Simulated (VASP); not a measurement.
# BN (F-43m) in VASP: notebook

One crystal, BN, is run at these levels: PBEsol, PBE; tasks: equation of state.

Program: VASP 6.6.1. These are calculated values, not measurements. Logs are shortened: lines on timing, memory, paths and dates and some standing lists are left out, and cuts for length are marked.

**Measured values to compare with.**

From “Effect of nanostructuration on compressibility of cubic BN”, 2012, arxiv:1208.3664, for a bulk crystal of BN at 300 K: bulk modulus 395 ± 2 GPa.

How close the calculation comes is told below.

## (1) The crystal as given

Symmetry: F-43m, No. 216, cubic system. The conventional cell has a = 3.626 Å, b = 3.626 Å, c = 3.626 Å, α = 90.00°, β = 90.00°, γ = 90.00°. N (site symmetry -43m) is surrounded by 4 B at 1.57 Å. B (site symmetry -43m) is surrounded by 4 N at 1.57 Å.

The cell is a database's computed one.

## (2) Equation of state, PBEsol, 5.60 Å³/atom (volume scaled by 0.94)

INCAR

```
SYSTEM = BN
PREC = Accurate
ENCUT = 520
EDIFF = 1E-7
ISMEAR = -1
SIGMA = 0.05
LREAL = .False.
LASPH = .True.
NELM = 60
ALGO = Normal
ISIF = 2
LWAVE = .False.
LCHARG = .False.
GGA = PS
NBANDS = 11
```

KPOINTS

```
Automatic mesh
0
Gamma
  13 13 13
  0 0 0
```

POSCAR

```
BN
1.0
    0.0000000000      1.7759905947      1.7759905947
    1.7759905947      0.0000000000      1.7759905947
    1.7759905947      1.7759905947      0.0000000000
N B
1 1
Direct
    0.2500000000      0.2500000000      0.2500000000
    0.0000000000      0.0000000000      0.0000000000
```

Potentials or basis: VASP PAW PBE potentials, release 64 (N, B).

The run is started by

```bash
$ cat potpaw_PBE.64/N/POTCAR potpaw_PBE.64/B/POTCAR > POTCAR
$ mpirun -np 1 vasp_std > vasp.out
```

OUTCAR:

```text
SYSTEM = BN
   PREC = Accurate
   ENCUT = 520
   EDIFF = 1E-7
   ISMEAR = -1
   LREAL = .False.
   LASPH = .True.
   NELM = 60
   ISIF = 2
   GGA = PS

 Found     84 irreducible k-points:

 Following reciprocal coordinates:
            Coordinates               Weight
  0.000000  0.000000  0.000000      1.000000
  0.076923  0.000000  0.000000      8.000000
  0.153846  0.000000  0.000000      8.000000
  0.230769  0.000000  0.000000      8.000000
  0.307692  0.000000  0.000000      8.000000
  0.384615  0.000000  0.000000      8.000000
   k-points           NKPTS =     84   k-points in BZ     NKDIM =     84   number of bands    NBANDS=     11
   number of dos      NEDOS =    301   number of ions     NIONS =      2
   total plane-waves  NPLWV =   8000
   dimension x,y,z NGX =    20 NGY =   20 NGZ =   20
   dimension x,y,z NGXF=    40 NGYF=   40 NGZF=   40
   ions per type =               1   1
   NGX,Y,Z   is equivalent  to a cutoff of  13.24, 13.24, 13.24 a.u.
   NGXF,Y,Z  is equivalent  to a cutoff of  26.48, 26.48, 26.48 a.u.
 SYSTEM =  BN
   PREC   = accura    normal or accurate (medium, high low for compatibility)
   ISTART =      0    job   : 0-new  1-cont  2-samecut
   ICHARG =      2    charge: 1-file 2-atom 10-const
   ISPIN  =      1    spin polarized calculation?
   LNONCOLLINEAR =      F non collinear calculations
   LSORBIT =      F    spin-orbit coupling
   LASPH  =      T    aspherical Exc in radial PAW
   ENCUT  =  520.0 eV  38.22 Ry    6.18 a.u.   4.67  4.67  4.67*2*pi/ulx,y,z
   NELM   =     60;   NELMIN=  2; NELMDL= -5     # of ELM steps
   EDIFF  = 0.1E-06   stopping-criterion for ELM
   LREAL  =      F    real-space projection
   EDIFFG = 0.1E-05   stopping-criterion for IOM
   NSW    =      0    number of steps for IOM
   IBRION =     -1    ionic relax: 0-MD 1-quasi-New 2-CG
   NFREE  =      0    steps in history (QN), initial steepest desc. (CG)
   ISIF   =      2    stress and relaxation
   ISYM   =      2    0-nonsym 1-usesym 2-fastsym
   POTIM  = 0.5000    time-step for ionic-motion
   TEBEG  =    0.0;   TEEND  =   0.0 temperature during run
   PSTRESS=    0.0 pullay stress
   NELECT =       8.0000    total number of electrons
   NUPDOWN=      -1.0000    fix difference up-down
   EMIN   =  10.00;   EMAX   =-10.00  energy-range for DOS
   EFERMI =   0.00;   METHOD = LEGACY
   ISMEAR =    -1;   SIGMA  =   0.05  broadening in eV -4-tet -1-fermi 0-gaus
   EFERMI_NEDOS =   21; number of points for ismear=-14 and -15
   IALGO  =     38    algorithm
   IMIX   =      4    mixing-type and parameters
     AMIX     =   0.40;   BMIX     =  1.00
     AMIX_MAG =   1.60;   BMIX_MAG =  1.00
  volume/ion in A,a.u.               =       5.60        37.80
  Fermi-wavevector in a.u.,A,eV,Ry     =   1.463258  2.765156 29.131750  2.141123
  Thomas-Fermi vector in A             =   2.579374
   LORBIT       =      0    0 simple, 1 ext, 2 COOP (PROOUT), +10 PAW based schemes
   GGA     = PS    functional components
   LHFCALC =     F    Hartree Fock is set to
   AEXX    =    0.0000 exact exchange contribution
   IVDW    =     0    specifies the selected vdW correction
   LEPSILON=     F    determine dielectric tensor
   LRPA    =     F    only Hartree local field effects (RPA)
 non-spin polarized calculation
  energy-cutoff  :      520.00
  volume of cell :       11.20
 maximum number of plane-waves:       310
   NGX =  9   NGY =  9   NGZ =  9

 number of electron       7.9999998 magnetization

 Free energy of the ion-electron system (eV)
  ---------------------------------------------------
  ext. energy  EPLUGINS =         0.00000000
  ---------------------------------------------------
  free energy    TOTEN  =       -18.31435967 eV

  energy without entropy =      -18.31435967  energy(sigma->0) =      -18.31435967

 E-fermi :   9.0757     XC(G=0): -13.2757

 val. band max:        8.0269454198   @ k =   0.0000   0.0000   0.0000
 cond. band min:      12.4374698439   @ k =   0.4615   0.4615   0.0000
 fundamental gap:      4.4105244241
 Fermi energy:         9.0756964350

 k-point     1 :       0.0000    0.0000    0.0000
  band No.  band energies     occupation
      1     -12.8403      2.00000
      2       8.0269      2.00000
      3       8.0269      2.00000
      4       8.0269      2.00000
      5      17.0366      0.00000
      6      17.0366      0.00000
      7      17.0366      0.00000
      8      19.1593      0.00000
      9      33.5384      0.00000
     10      36.3722      0.00000
     11      36.3722      0.00000

 k-point     2 :       0.0769    0.0000    0.0000
  band No.  band energies     occupation
      1     -12.6893      2.00000
      2       7.2053      2.00000
      3       7.8608      2.00000
      4       7.8608      2.00000
      5      17.2782      0.00000
      6      17.2880      0.00000
      7      17.2880      0.00000
      8      19.6176      0.00000
      9      33.2174      0.00000
     10      34.1402      0.00000
     11      34.1402      0.00000

 k-point     3 :       0.1538    0.0000    0.0000
  band No.  band energies     occupation
      1     -12.2404      2.00000
      2       5.2594      2.00000
      3       7.4471      2.00000
      4       7.4471      2.00000
      5      17.6839      0.00000
      6      17.8903      0.00000
      7      17.8903      0.00000
      8      20.7505      0.00000
      9      32.5228      0.00000
     10      32.5258      0.00000
     11      32.5258      0.00000

 k-point     4 :       0.2308    0.0000    0.0000
  band No.  band energies     occupation
      1     -11.5085      2.00000
      2       2.9024      2.00000
      3       6.9498      2.00000
      4       6.9498      2.00000
      5      18.0672      0.00000
      6      18.5073      0.00000
      7      18.5073      0.00000
      8      21.9524      0.00000
      9      31.9289      0.00000
     10      31.9289      0.00000
     11      31.9357      0.00000

 k-point     5 :       0.3077    0.0000    0.0000
  band No.  band energies     occupation
      1     -10.5309      2.00000
      2       0.5341      2.00000
      3       6.4989      2.00000
      4       6.4989      2.00000
      5      18.4080      0.00000
      6      18.8683      0.00000
      7      18.8683      0.00000
      8      22.8403      0.00000
      9      31.6997      0.00000
     10      32.4487      0.00000
     11      32.4487      0.00000

 k-point     6 :       0.3846    0.0000    0.0000
  band No.  band energies     occupation
      1      -9.4094      2.00000
      2      -1.5776      2.00000
      3       6.1693      2.00000
      4       6.1693      2.00000
      5      18.6641      0.00000
      6      18.9591      0.00000
      7      18.9591      0.00000
      8      23.3671      0.00000
      9      31.7813      0.00000
     10      33.8459      0.00000
     11      33.8459      0.00000

 [... further k-points ...]

------------------------ aborting loop because EDIFF is reached ----------------------------------------

  FORCE on cell =-STRESS in cart. coord.  units (eV):
  Direction    XX          YY          ZZ          XY          YZ          ZX
  --------------------------------------------------------------------------------------
  -------------------------------------------------------------------------------------
  Total        1.3737167      1.3737167      1.3737167      0.0000000      0.0000000     -0.0000000
  in kB      196.4516890    196.4516890    196.4516890      0.0000000      0.0000000     -0.0000000
  external PRESSURE =     196.4516890 kB  Pullay stress =       0.0000000 kB

 VOLUME and BASIS-vectors are now :
 -----------------------------------------------------------------------------
  energy-cutoff  :      520.00
  volume of cell :       11.20
      direct lattice vectors                 reciprocal lattice vectors
     0.000000000  1.775990595  1.775990595    -0.281533022  0.281533022  0.281533022
     1.775990595  0.000000000  1.775990595     0.281533022 -0.281533022  0.281533022
     1.775990595  1.775990595  0.000000000     0.281533022  0.281533022 -0.281533022

 POSITION                                       TOTAL-FORCE (eV/Angst)
 -----------------------------------------------------------------------------------
      0.88800      0.88800      0.88800         0.000000      0.000000      0.000000
      0.00000      0.00000      0.00000        -0.000000     -0.000000     -0.000000
 -----------------------------------------------------------------------------------
    total drift:                                0.000000      0.000000      0.000000

  FREE ENERGIE OF THE ION-ELECTRON SYSTEM (eV)
  ---------------------------------------------------
  free  energy   TOTEN  =       -18.3143596747 eV

  energy  without entropy=      -18.3143596747  energy(sigma->0) =      -18.31435967
```

Wall time 11 s (1 thread of Intel Xeon Platinum 8488C (Sapphire Rapids), shared host); peak memory 0.12 GiB.

What came out:

- Free energy: -18.3144 eV
- Pressure: 19.6 GPa
- Band gap on the k mesh: 4.41 eV, indirect (least direct gap 9.01 eV)

Caveat: the PAW data sets were made with another functional, which shifts forces and pressure a little; an odd mesh through Γ misses points on the zone boundary, where band edges often lie.

## (3) Equation of state, PBEsol, 5.72 Å³/atom (volume scaled by 0.96)

INCAR is that of step 2.

KPOINTS is that of step 2.

POSCAR

```
BN
1.0
    0.0000000000      1.7884979828      1.7884979828
    1.7884979828      0.0000000000      1.7884979828
    1.7884979828      1.7884979828      0.0000000000
N B
1 1
Direct
    0.2500000000      0.2500000000      0.2500000000
    0.0000000000      0.0000000000      0.0000000000
```

Potentials or basis: VASP PAW PBE potentials, release 64 (N, B).

The run is started by

```bash
$ cat potpaw_PBE.64/N/POTCAR potpaw_PBE.64/B/POTCAR > POTCAR
$ mpirun -np 1 vasp_std > vasp.out
```

Wall time 12 s (1 thread of Intel Xeon Platinum 8488C (Sapphire Rapids), shared host); peak memory 0.12 GiB.

It converged, with:

```
Free energy            : -18.3370 eV
Pressure               : 10.4 GPa
Band gap on the k mesh : 4.39 eV, indirect (least direct gap 8.91 eV)
```

Caveat: the PAW data sets were made with another functional, which shifts forces and pressure a little; an odd mesh through Γ misses points on the zone boundary, where band edges often lie.

[end of part 1 of 2]
